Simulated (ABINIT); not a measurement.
# BP (F-43m) in ABINIT: a series of runs

One crystal, BP, is run at these levels: PBE; tasks: relaxation of cell and atoms, single point.

Program: ABINIT 10.8.3 (patched build). These are calculated values, not measurements. Logs are shortened: lines on timing, memory, paths and dates and some standing lists are left out, and cuts for length are marked. The log counts tension as positive stress, the text compression.

## (1) Starting point

Symmetry: F-43m, No. 216, cubic system. The conventional cell has a = 4.538 Å, b = 4.538 Å, c = 4.538 Å, α = 90.00°, β = 90.00°, γ = 90.00°. P (site symmetry -43m) has 4 B at 1.97 Å as nearest neighbours. B (site symmetry -43m) has 4 P at 1.97 Å as nearest neighbours.

## (2) Relaxation of cell and atoms, PBE

Contents of run.abi:

```
pp_dirpath "./"
pseudos "P.upf, B.upf"

acell 3*1.0
rprim
     0.0000000000     4.2877885768     4.2877885768
     4.2877885768     0.0000000000     4.2877885768
     4.2877885768     4.2877885768     0.0000000000
ntypat 2
znucl 15 5
natom 2
typat 1 2
chkprim 0
chksymtnons 0
tolsym 1.0e-6
xred
            3/4            3/4            3/4
            0.0            0.0            0.0

ecut 34.0
ecutsm 0.5

kptopt 1
ngkpt 8 8 8
nshiftk 1
shiftk 0.0 0.0 0.0

ixc 11

nband 8
occopt 3
tsmear 0.05 eV

nstep 80
tolvrs 1.0e-12

iomode 3
prteig 0
prtebands 0
prtwf 0
prtden 0

ionmov 22
optcell 2
ntime 50
tolmxf 2.0e-5
dilatmx 1.08
```

Potentials or basis: PseudoDojo NC SR PBE v0.4.1 standard.

Launch:

```
abinit run.abi > log 2>&1
```

run.abo:

```text
.Version 10.8.3 of ABINIT
 Symmetries : space group F-4 3 m (#216); Bravais cF (face-center cubic)
================================================================================
 Values of the parameters that define the memory need of the present run
     intxc =       0    ionmov =      22      iscf =       7    lmnmax =       6
     lnmax =       6     mgfft =      36  mpssoang =       3    mqgrid =    3001
     natom =       2  nloc_mem =       1    nspden =       1   nspinor =       1
    nsppol =       1      nsym =      24    n1xccc =    2501    ntypat =       2
    occopt =       3   xclevel =       2
       mpw =        1895          nfft =       46656          nkpt =          29
================================================================================
================================================================================

--------------------------------------------------------------------------------
------------- Echo of variables that govern the present computation ------------
--------------------------------------------------------------------------------
 -outvars: echo values of preprocessed input variables --------
            acell      1.0000000000E+00  1.0000000000E+00  1.0000000000E+00 Bohr
              amu      3.09737620E+01  1.08110000E+01
          chkprim           0
      chksymtnons           0
          dilatmx      1.08000000E+00
             ecut      3.40000000E+01 Hartree
           ecutsm      5.00000000E-01 Hartree
           ionmov          22
              ixc          11
         kptrlatt        8    0    0      0    8    0      0    0    8
          kptrlen      4.85107901E+01
            natom           2
            nband           8
            ngfft          36      36      36
             nkpt          29
            nstep          80
             nsym          24
            ntime          50
           ntypat           2
           occopt           3
          optcell           2
           prtden           0
        prtebands           0
           prteig           0
            prtwf           0
            rprim      0.0000000000E+00  4.2877885768E+00  4.2877885768E+00
                       4.2877885768E+00  0.0000000000E+00  4.2877885768E+00
                       4.2877885768E+00  4.2877885768E+00  0.0000000000E+00
          spgroup         216
           tolmxf      2.00000000E-05
           tolsym      1.00000000E-06
           tolvrs      1.00000000E-12
           tsmear      1.83746611E-03 Hartree
            typat      1  2
           xangst      3.4034999977E+00  3.4034999977E+00  3.4034999977E+00
                       0.0000000000E+00  0.0000000000E+00  0.0000000000E+00
            xcart      6.4316828652E+00  6.4316828652E+00  6.4316828652E+00
                       0.0000000000E+00  0.0000000000E+00  0.0000000000E+00
             xred      7.5000000000E-01  7.5000000000E-01  7.5000000000E-01
                       0.0000000000E+00  0.0000000000E+00  0.0000000000E+00
            znucl       15.00000    5.00000

================================================================================

 chkinp: Checking input parameters for consistency.

================================================================================
== DATASET  1 ==================================================================

--- !DatasetInfo
iteration_state: {dtset: 1, }
dimensions: {natom: 2, nkpt: 29, mband: 8, nsppol: 1, nspinor: 1, nspden: 1, mpw: 1895, }
cutoff_energies: {ecut:  34.0, pawecutdg:  -1.0, }
electrons: {nelect:   8.00000000E+00, charge:   0.00000000E+00, occopt:   3.00000000E+00, tsmear:   1.83746611E-03, }
meta: {optdriver: 0, ionmov: 22, optcell: 2, iscf: 7, paral_kgb: 0, }
...

 Exchange-correlation functional for the present dataset will be:
  GGA: Perdew-Burke-Ernzerhof functional - ixc=11
  J.P.Perdew, K.Burke, M.Ernzerhof, PRL 77, 3865 (1996)

 Real(R)+Recip(G) space primitive vectors, cartesian coordinates (Bohr,Bohr^-1):
 R(1)=  0.0000000  4.2877886  4.2877886  G(1)= -0.1166102  0.1166102  0.1166102
 R(2)=  4.2877886  0.0000000  4.2877886  G(2)=  0.1166102 -0.1166102  0.1166102
 R(3)=  4.2877886  4.2877886  0.0000000  G(3)=  0.1166102  0.1166102 -0.1166102
 Unit cell volume ucvol=  1.5766311E+02 bohr^3
 Angles (23,13,12)=  6.00000000E+01  6.00000000E+01  6.00000000E+01 degrees

 getcut: wavevector=  0.0000  0.0000  0.0000  ngfft=  36  36  36
         ecut(hartree)=     39.658   => boxcut(ratio)=   2.09424

--- Pseudopotential description ------------------------------------------------
- pspini: atom type   1  psp file is ./P.upf
  15.00000   5.00000  171031                  znucl, zion, pspdat
12 -101130 2 -1 1298                          pspcod,pspxc,lmax,lloc,mmax
     nproj     2     2     2

- pspini: atom type   2  psp file is ./B.upf
   5.00000   3.00000  171031                  znucl, zion, pspdat
12 -101130 1 -1 1534                          pspcod,pspxc,lmax,lloc,mmax
     nproj     2     2     0

   9.15804030E+01                                ecore*ucvol(ha*bohr**3)
--------------------------------------------------------------------------------

================================================================================

=== [ionmov=22] Limited-memory Broyden-Fletcher-Goldfarb-Shanno method
================================================================================

--- Iteration: ( 1/50) Internal Cycle: (1/1)
--------------------------------------------------------------------------------

---SELF-CONSISTENT-FIELD CONVERGENCE--------------------------------------------

--- !BeginCycle
iteration_state: {dtset: 1, itime: 1, icycle: 1, }
solver: {iscf: 7, nstep: 80, nline: 4, wfoptalg: 0, }
tolerances: {tolvrs: 1.00E-12, }
...
[... 160 lines left out ...]
  0.00000000000000E+00  0.00000000000000E+00  0.00000000000000E+00
 Scale of Primitive Cell (acell) [bohr]
  6.07020794556802E+00  6.07020794556802E+00  6.07020794556802E+00
 Real space primitive translations (rprimd) [bohr]
  0.00000000000000E+00  4.29228520152361E+00  4.29228520152361E+00
  4.29228520152361E+00  0.00000000000000E+00  4.29228520152361E+00
  4.29228520152361E+00  4.29228520152361E+00  0.00000000000000E+00
 Unitary Cell Volume (ucvol) [Bohr^3]=  1.58159654906069E+02
 Angles (23,13,12)= [degrees]
  6.00000000000000E+01  6.00000000000000E+01  6.00000000000000E+01
 Lengths [Bohr]
  6.07020794556802E+00  6.07020794556802E+00  6.07020794556802E+00
 Stress tensor in cartesian coordinates (strten) [Ha/bohr^3]
 -1.75059427919631E-05  0.00000000000000E+00  0.00000000000000E+00
  0.00000000000000E+00 -1.75059427919635E-05  0.00000000000000E+00
  0.00000000000000E+00  0.00000000000000E+00 -1.75059427919640E-05
 Total energy (etotal) [Ha]= -9.89671669230612E+00

 Difference of energy with previous step (new-old):
           Absolute (Ha)=-1.30139E-05
           Relative     =-1.31497E-06

--- Iteration: ( 3/50) Internal Cycle: (1/1)
--------------------------------------------------------------------------------

---SELF-CONSISTENT-FIELD CONVERGENCE--------------------------------------------

--- !BeginCycle
iteration_state: {dtset: 1, itime: 3, icycle: 1, }
solver: {iscf: 7, nstep: 80, nline: 4, wfoptalg: 0, }
tolerances: {tolvrs: 1.00E-12, }
...
[... 65 lines left out ...]
  0.00000000000000E+00  0.00000000000000E+00  0.00000000000000E+00
 Scale of Primitive Cell (acell) [bohr]
  6.07662756898701E+00  6.07662756898701E+00  6.07662756898701E+00
 Real space primitive translations (rprimd) [bohr]
  0.00000000000000E+00  4.29682456077584E+00  4.29682456077584E+00
  4.29682456077584E+00  0.00000000000000E+00  4.29682456077584E+00
  4.29682456077584E+00  4.29682456077584E+00  0.00000000000000E+00
 Unitary Cell Volume (ucvol) [Bohr^3]=  1.58661976860521E+02
 Angles (23,13,12)= [degrees]
  6.00000000000000E+01  6.00000000000000E+01  6.00000000000000E+01
 Lengths [Bohr]
  6.07662756898701E+00  6.07662756898701E+00  6.07662756898701E+00
 Stress tensor in cartesian coordinates (strten) [Ha/bohr^3]
 -5.88354172013916E-08  0.00000000000000E+00  0.00000000000000E+00
  0.00000000000000E+00 -5.88354172013916E-08  0.00000000000000E+00
  0.00000000000000E+00  0.00000000000000E+00 -5.88354172013916E-08
 Total energy (etotal) [Ha]= -9.89672109290955E+00

 Difference of energy with previous step (new-old):
           Absolute (Ha)=-4.40060E-06
           Relative     =-4.44653E-07

 At Broyd/MD step   3, gradients are converged :
  max grad (force/stress) = 5.8835E-06 < tolmxf= 2.0000E-05 ha/bohr (free atoms)

================================================================================

 ----iterations are completed or convergence reached----

 Mean square residual over all n,k,spin=   28.678E-13; max=  51.294E-11
 reduced coordinates (array xred) for    2 atoms
       0.750000000000      0.750000000000      0.750000000000
       0.000000000000      0.000000000000      0.000000000000
 rms dE/dt=  0.0000E+00; max dE/dt=  0.0000E+00; dE/dt below (all hartree)
    1       0.000000000000      0.000000000000      0.000000000000
    2       0.000000000000      0.000000000000      0.000000000000

 cartesian coordinates (angstrom) at end:
    1      3.41067245290246     3.41067245290246     3.41067245290246
    2      0.00000000000000     0.00000000000000     0.00000000000000

 cartesian forces (hartree/bohr) at end:
    1     -0.00000000000000    -0.00000000000000    -0.00000000000000
    2     -0.00000000000000    -0.00000000000000    -0.00000000000000
 frms,max,avg= 0.0000000E+00 0.0000000E+00   0.000E+00  0.000E+00  0.000E+00 h/b

 cartesian forces (eV/Angstrom) at end:
    1     -0.00000000000000    -0.00000000000000    -0.00000000000000
    2     -0.00000000000000    -0.00000000000000    -0.00000000000000
 frms,max,avg= 0.0000000E+00 0.0000000E+00   0.000E+00  0.000E+00  0.000E+00 e/A
 length scales=  6.076627568987  6.076627568987  6.076627568987 bohr
              =  3.215612826471  3.215612826471  3.215612826471 angstroms
 Fermi (or HOMO) energy (hartree) =   0.28724   Average Vxc (hartree)=  -0.39857
 Eigenvalues (hartree) for nkpt=  29  k points:
 kpt#   1, nband=  8, wtk=  0.00195, kpt=  0.0000  0.0000  0.0000 (reduced coord)
  -0.30173    0.26432    0.26432    0.26432    0.38917    0.38917    0.38917    0.53120
      occupation numbers for kpt#   1
   2.00000    1.99999    1.99999    1.99999    0.00000    0.00000    0.00000    0.00000
 prteigrs : prtvol=0 or 1, do not print more k-points.

--- !EnergyTerms
iteration_state     : {dtset: 1, itime: 3, icycle: 1, }
comment             : Components of total free energy in Hartree
kinetic             :  4.63147387121694E+00
hartree             :  6.33722660036913E-01
xc                  : -3.31814465327370E+00
Ewald energy        : -1.04695564756907E+01
psp_core            :  5.77204474596296E-01
local_psp           : -2.98211038639579E+00
non_local_psp       :  1.03068941889842E+00
internal            : -9.89672109061161E+00
'-kT*entropy'       : -2.29793910127103E-09
total_energy        : -9.89672109290955E+00
total_energy_eV     : -2.69303500227909E+02
band_energy         :  2.13271468532227E-01
...

 Cartesian components of stress tensor (hartree/bohr^3)
  sigma(1 1)= -5.88354172E-08  sigma(3 2)=  0.00000000E+00
  sigma(2 2)= -5.88354172E-08  sigma(3 1)=  0.00000000E+00
  sigma(3 3)= -5.88354172E-08  sigma(2 1)=  0.00000000E+00

-Cartesian components of stress tensor (GPa)         [Pressure=  1.7310E-03 GPa]
- sigma(1 1)= -1.73099774E-03  sigma(3 2)=  0.00000000E+00
- sigma(2 2)= -1.73099774E-03  sigma(3 1)=  0.00000000E+00
- sigma(3 3)= -1.73099774E-03  sigma(2 1)=  0.00000000E+00

== END DATASET(S) ==============================================================
================================================================================

 -outvars: echo values of variables after computation  --------
            acell      6.0766275690E+00  6.0766275690E+00  6.0766275690E+00 Bohr
           etotal     -9.8967210929E+00
            fcart     -0.0000000000E+00 -0.0000000000E+00 -0.0000000000E+00
                      -0.0000000000E+00 -0.0000000000E+00 -0.0000000000E+00
            rprim      0.0000000000E+00  7.0710678119E-01  7.0710678119E-01
                       7.0710678119E-01  0.0000000000E+00  7.0710678119E-01
                       7.0710678119E-01  7.0710678119E-01  0.0000000000E+00
           strten     -5.8835417201E-08 -5.8835417201E-08 -5.8835417201E-08
                       0.0000000000E+00  0.0000000000E+00  0.0000000000E+00
           xangst      3.4106724529E+00  3.4106724529E+00  3.4106724529E+00
                       0.0000000000E+00  0.0000000000E+00  0.0000000000E+00
             xred      7.5000000000E-01  7.5000000000E-01  7.5000000000E-01
                       0.0000000000E+00  0.0000000000E+00  0.0000000000E+00
 Calculation completed.
```

It took 52 s on 1 thread of Arm Neoverse N1, shared host; peak memory 0.07 GiB.

What came out:

* Free energy: -269.3035 eV
* Relaxed volume: 11.76 Å³/atom
* Relaxed cell: a = 3.216 Å, b = 3.216 Å, c = 3.216 Å, α = 60.00°, β = 60.00°, γ = 60.00°
* Space group after relaxing (to 0.05 Å): F-43m (No. 216)
* Energy gained by relaxing: 0.2 meV/atom
* Ionic steps: 3
* Pressure after relaxing: 0.0 GPa
* Band gap on the k mesh: 1.29 eV, indirect (least direct gap 3.40 eV)

The path:
```csv
step,energy change (eV),largest force (eV/Å),pressure (GPa),volume (Å³)
1,0.0000,0.0000,1.03,23.36
2,-0.0004,0.0000,0.52,23.44
3,-0.0005,0.0000,0.00,23.51
```

Final structure:
```yaml
crystal:
  lattice:
    - [0.00000, 2.27378, 2.27378]
    - [2.27378, 0.00000, 2.27378]
    - [2.27378, 2.27378, 0.00000]
  atoms:
    - { symbol: P, position: [0.75000, 0.75000, 0.75000] }
    - { symbol: B, position: [0.00000, 0.00000, 0.00000] }
```

## (3) Single point, PBE (cell relaxed)

Contents of run.abi:

```
pp_dirpath "./"
pseudos "P.upf, B.upf"

acell 3*1.0 Angstrom
rprim
     0.0000000000     2.2737816400     2.2737816400
     2.2737816400     0.0000000000     2.2737816400
     2.2737816400     2.2737816400     0.0000000000
ntypat 2
znucl 15 5
natom 2
typat 1 2
xcart
     6.4452368502     6.4452368502     6.4452368502
     0.0000000000     0.0000000000     0.0000000000
chkprim 0
chksymtnons 0
tolsym 1.0e-6

ecut 34.0

kptopt 1
ngkpt 8 8 8
nshiftk 1
shiftk 0.0 0.0 0.0

ixc 11

nband 8
occopt 3
tsmear 0.05 eV

nstep 100
tolvrs 1.0e-10

iomode 3
prtwf 0
prtden 0
prteig 0
prtebands 0
enunit 2
```

Potentials or basis: PseudoDojo NC SR PBE v0.4.1 standard.

Launch:

```
abinit run.abi > log 2>&1
```

It took 14 s on 1 thread of Arm Neoverse N1, shared host; peak memory 0.07 GiB.

It converged, with:

| Item | Value |
| --- | --- |
| Free energy | -269.3037 eV |
| Pressure | -0.1 GPa |
| Band gap on the k mesh | 1.29 eV, indirect (least direct gap 3.40 eV) |
| Valence electrons inside the program's atomic spheres | P 2.88; B 2.67 |

Levels at points of the mesh, in eV from the valence-band top:
```tsv
k point	band 1	band 2	band 3	band 4	band 5	band 6	band 7	band 8
(0.00, 0.00, 0.00)	-15.40	0.00	0.00	0.00	3.40	3.40	3.40	7.26
(0.50, 0.00, 0.00)	-12.10	-8.99	-1.75	-1.75	3.74	4.71	4.71	10.11
(0.50, 0.50, 0.00)	-10.58	-8.55	-4.09	-4.09	1.36	1.67	12.01	12.01
```

A k mesh can miss the band edges.

## (4) Relaxation of cell and atoms, PBE

Contents of run.abi:

```
# Pseudopotentials
pp_dirpath "./"
pseudos "P.upf, B.upf"

# Structure
acell 3.208850573 3.208850573 3.208850573 Angstrom
rprim
     0.0000000000     0.7071067812     0.7071067812
     0.7071067812     0.0000000000     0.7071067812
     0.7071067812     0.7071067812     0.0000000000
ntypat 2
znucl 15 5
natom 2
typat 1 2
chkprim 0
chksymtnons 0
tolsym 1.0e-6
xred
            3/4            3/4            3/4
            0.0            0.0            0.0

# Plane-wave basis
ecut 1034.032677 eV
ecutsm 0.5

# k points
kptopt 1
ngkpt 8 8 8
nshiftk 1
shiftk 0.0 0.0 0.0

# Exchange and correlation
ixc 11

# Bands and occupations
nband 8
occopt 3
tsmear 0.00183747

# SCF cycle
nstep 80
tolvrs 1.0e-12

# Output
iomode 3
prteig 0
prtebands 0
prtwf 0
prtden 0

# Relaxation
ionmov 2
optcell 2
ntime 50
tolmxf 2.0e-5
dilatmx 1.08
```

Launch:

```
abinit run.abi > log 2>&1
```

Wall time 55 s (1 thread of Intel Xeon Platinum 8259CL at 2.50GHz (Skylake/Cascade Lake), shared host); peak memory 0.08 GiB.

It converged, with:

| Item | Value |
| --- | --- |
| Free energy | -269.3053 eV |
| Relaxed volume | 11.76 Å³/atom |
| Relaxed cell | a = 3.216 Å, b = 3.216 Å, c = 3.216 Å, α = 60.00°, β = 60.00°, γ = 60.00° |
| Space group after relaxing (to 0.05 Å) | F-43m (No. 216) |
| Energy gained by relaxing | 0.2 meV/atom |
| Ionic steps | 3 |
| Pressure after relaxing | 0.0 GPa |
| Band gap on the k mesh | 1.29 eV, indirect (least direct gap 3.40 eV) |

The path:
| step | energy change (eV) | largest force (eV/Å) | pressure (GPa) | volume (Å³) |
| --- | --- | --- | --- | --- |
| 1 | 0.0000 | 0.0000 | 1.03 | 23.36 |
| 2 | -0.0004 | 0.0000 | 0.51 | 23.44 |
| 3 | -0.0005 | 0.0000 | 0.00 | 23.51 |

Final structure:
```
CELL_PARAMETERS angstrom
0.00000 2.27377 2.27377
2.27377 0.00000 2.27377
2.27377 2.27377 0.00000
ATOMIC_POSITIONS crystal
P 0.75000 0.75000 0.75000
B 0.00000 0.00000 0.00000
```

A k mesh can miss the band edges. PBE usually gives volumes a little too large and moduli too small.

## (5) Single point, PBE (cell relaxed)

Contents of run.abi:

```
# Pseudopotentials
pp_dirpath "./"
pseudos "P.upf, B.upf"

# Structure
acell 3*1.0
rprim
     0.0000000000     4.2968024192     4.2968024192
     4.2968024192     0.0000000000     4.2968024192
     4.2968024192     4.2968024192     0.0000000000
ntypat 2
znucl 15 5
natom 2
typat 1 2
xred
     0.7500000000     0.7500000000     0.7500000000
     0.0000000000     0.0000000000     0.0000000000
chkprim 0
chksymtnons 0
tolsym 1.0e-6

# Plane-wave basis
ecut 1034.032677 eV

# k points
kptopt 1
ngkpt 8 8 8
nshiftk 1
shiftk 0.0 0.0 0.0

# Exchange and correlation
ixc 11

# Bands and occupations
nband 8
occopt 3
tsmear 0.05 eV

# SCF cycle
nstep 100
tolvrs 1.0e-10

# Output
iomode 3
prtwf 0
prteig 0
prtebands 0
enunit 2
prtden 1
prtvha 1
prtvclmb 1
prtpot 1
prtelf 1
```

Launch:

```
abinit run.abi > log 2>&1
```

Wall time 15 s (1 thread of Intel Xeon Platinum 8259CL at 2.50GHz (Skylake/Cascade Lake), shared host); peak memory 0.07 GiB.

Results (log left out):

| Property | Result |
| --- | --- |
| Free energy | -269.3053 eV |
| Pressure | 0.0 GPa |
| Band gap on the k mesh | 1.29 eV, indirect (least direct gap 3.40 eV) |
| Valence electrons inside the program's atomic spheres | P 2.93; B 2.71 |

Levels at points of the mesh, in eV from the valence-band top:
```tsv
k point	band 1	band 2	band 3	band 4	band 5	band 6	band 7	band 8
(0.00, 0.00, 0.00)	-15.40	0.00	0.00	0.00	3.40	3.40	3.40	7.26
(0.50, 0.00, 0.00)	-12.10	-8.98	-1.75	-1.75	3.74	4.71	4.71	10.11
(0.50, 0.50, 0.00)	-10.58	-8.55	-4.09	-4.09	1.36	1.67	12.01	12.01
```

## (6) Overview

```tsv
task	cell	cutoff (eV)	cell freedom (optcell)	optimiser (ionmov)	cutoff smearing ecutsm (Ha)	force stop (Ha/bohr)	gap on the mesh (eV)	pressure (GPa)	relaxed volume (Å³/atom)
relaxation of cell and atoms	relaxed	925	2	22	0.5	2e-05	1.29	0.0	11.76
single point	cell relaxed	925	-	-	-	-	1.29	-0.1	-
relaxation of cell and atoms	relaxed	1034	2	2	0.5	2e-05	1.29	0.0	11.76
single point	cell relaxed	1034	-	-	-	-	1.29	0.0	-
```

Alike in all rows: level PBE; potentials or basis PseudoDojo NC SR PBE v0.4.1 standard; no spin polarisation; k mesh 8 × 8 × 8; smearing fermi-dirac 0.05 eV.

Absolute energies hang on the potentials; compare differences alone.
